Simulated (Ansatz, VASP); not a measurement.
## One calculation of KTaO3, two programs

POSCAR

```
KTaO3
1.0
    4.1497363471      0.0000000000      0.0000000000
    0.0000000000      4.1497363471      0.0000000000
    0.0000000000      0.0000000000      4.1497363471
K Ta O
1 1 3
Direct
    0.0000000000      0.0000000000      0.0000000000
    0.5000000000      0.5000000000      0.5000000000
    0.5000000000      0.5000000000      0.0000000000
    0.5000000000      0.0000000000      0.5000000000
    0.0000000000      0.5000000000      0.5000000000
```

File INCAR.step1:

```
  ALGO = Normal
  EDIFF = 1E-4
  ENCUT = 520
  GGA = PE
  ISMEAR = 0
  LASPH = True
  LCHARG = False
  LREAL = False
  LWAVE = True
  NBANDS = 27
  NELM = 60
  PREC = Accurate
  SIGMA = 0.01
```

Contents of INCAR.step2:

```
  ALGO = Normal
  EDIFF = 1E-7
  ENCUT = 520
  ISIF = 2
  ISMEAR = 0
  ISTART = 1
  LASPH = True
  LCHARG = True
  LELF = True
  LMIXTAU = True
  LREAL = False
  LVHAR = True
  LWAVE = False
  METAGGA = R2SCAN
  NBANDS = 27
  NELM = 60
  PREC = Accurate
  SIGMA = 0.01
```

Contents of KPOINTS:

```
k-points
0
Gamma
  6 6 6
```

Input for Ansatz:

```yaml
crystal:
  lattice:
    - [4.1497363471, 0.0, 0.0]
    - [0.0, 4.1497363471, 0.0]
    - [0.0, 0.0, 4.1497363471]
  atoms:
    - { symbol: K, position: [0.0, 0.0, 0.0] }
    - { symbol: Ta, position: [0.5, 0.5, 0.5] }
    - { symbol: O, position: [0.5, 0.5, 0.0] }
    - { symbol: O, position: [0.5, 0.0, 0.5] }
    - { symbol: O, position: [0.0, 0.5, 0.5] }
kpoints:
  mp_grid: { grid: [6, 6, 6] }
  band_path:
    path: [[0.0, 0.0, 0.0], [0.0, 0.5, 0.0], [0.5, 0.5, 0.0], [0.5, 0.5, 0.5]]
    npoints: 1
hamiltonian:
  xc: r2scan
scf:
  occupations: { method: fixed }
  n_extra_bands: 5
output:
  forces: true
  stress: true
  eigenvalues: true
```

Change from the starting cell: hydrostatic strain +4.0%.

Alike in both runs: task single point; functional r2SCAN; k mesh 6 × 6 × 6; no spin polarisation.

|  | VASP | Ansatz |
| --- | --- | --- |
| version | VASP 6.6.1 | Ansatz 0.2.0 |
| potentials or method | VASP PAW PBE potentials, release 64 (K_sv, Ta_pv, O) | plane waves, PAW |
| plane-wave cutoff (eV) | 520 | 500 |
| occupations | gaussian, width 0.01 eV | fixed |
| valence electrons in the cell | 38 | 40 |

```csv
,VASP,Ansatz,Ansatz less VASP
gap on the k mesh at the Fermi level (eV),2.28,2.30,+0.023
pressure (GPa),-18.4,-18.9,-0.50
```

The two sets of potentials don't hold the same shells in valence.

Caveats: so large a pressure means that the cell lies far from this level's equilibrium, or that cutoff or potentials fall short (VASP); the potentials were made for another functional, which shifts forces and pressure (VASP); spin-orbit coupling is left out, which moves the levels of the heavy elements. A k mesh can miss the band edges.
